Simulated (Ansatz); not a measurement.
Here is an unrelaxed guess for Cd3HgTe4.

```xyz
8
Lattice="4.3778 0.0000 0.0000 0.0000 4.3778 0.0000 0.0000 0.0000 12.3822" Properties=species:S:1:pos:R:3 pbc="T T T"
Cd    2.1889    2.1889    3.0955
Cd    0.0000    0.0000    6.1911
Cd    2.1889    2.1889    9.2866
Hg    0.0000    0.0000    0.0000
Te    0.0000    0.0000    3.0955
Te    2.1889    2.1889    6.1911
Te    0.0000    0.0000    9.2866
Te    2.1889    2.1889    0.0000
```

Level of theory: Ansatz 0.2.0, DFT PBE, scalar-relativistic, plane waves, PAW. Settings: cutoff 420 eV, Γ-centred mesh 4×4×2 on the computed 8-atom cell, Gaussian smearing of 0.10 eV; no spin polarisation.

The zero of energy is the elements' standard structures at the same level; no fitted shifts are applied. The references include crystalline Hg.

Question: What does a single point on this coarse mesh give?

Answer: The pressure is -0.9 GPa (the mean over three directions, positive in compression), the largest force is 0.14 eV/Å, and the energy is −0.20 eV/atom against the elements. The shortest distance is 3.10 Å.

Question: Is it a good guess?

Answer: A good one: relaxing gains under 0.1 eV/atom (the start's value is from the coarse mesh, so the gain is rough) in 9 ionic steps and ends at −0.22 eV/atom on the finer mesh. The symmetry stays P4/mmm (No. 123). The volume per atom shrinks by 2.7 %, from 29.7 to 28.9 Å³. The shortest distance goes from 3.10 Å (Cd–Te and Hg–Te) to 3.00 Å (Cd–Te). Conventional cell: a = 4.318 Å, c = 12.379 Å. Cd on a site of symmetry 4mm has 6 Te at 3.05–3.11 Å; around Hg lie 6 Te at 3.05–3.19 Å; Te on a site of symmetry 4mm has 5 Cd at 3.00–3.05 Å and 1 Hg at 3.19 Å; 3 more sites not described.

The last run used a 10×10×4 mesh (in the run's order of axes) for its 8-atom cell and Gaussian smearing of 0.10 eV. These runs have no spin–orbit coupling, which can matter for Hg and Te. The reference form of Te is held partly by dispersion forces, which this level lacks. The relaxation can't lower the symmetry of the start, and the grade says only how near the guess is to its own end. A structure relaxed within its symmetry needn't be a true minimum. Another cell of Cd3HgTe4 relaxed alike, in P-4m2, lies 172 meV/atom lower, so this cell isn't the stable form at this level.
